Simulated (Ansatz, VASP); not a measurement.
## AgCl in VASP and in Ansatz

```
Ag Cl
1.0
     0.00000    3.00921    3.00921
     3.00921    0.00000    3.00921
     3.00921    3.00921    0.00000
Ag Cl
1 1
Direct
  0.00000 0.00000 0.00000
  0.25000 0.25000 0.25000
```

Change from the starting cell: volume scaled by 0.98.

Alike in both runs: task single point; functional PBE; k mesh 11 × 11 × 11; occupations fermi-dirac, width 0.03 eV; no spin polarisation.

|  | VASP | Ansatz |
| --- | --- | --- |
| version | VASP 6.6.1 | Ansatz 0.2.0 |
| potentials or method | VASP PAW PBE potentials, release 64 (Ag, Cl), cutoff 520 eV | all-electron LAPW, scalar-relativistic |

```csv
,VASP,Ansatz,Ansatz less VASP
gap on the k mesh at the Fermi level (eV),1.27,1.27,+0.002
pressure (GPa),0.5,0.6,+0.11
```

Ansatz ran all-electron here, so the differences hold the error of VASP's frozen core and of both bases.

Caveats: an odd mesh through Γ misses points on the zone boundary, where band edges often lie.
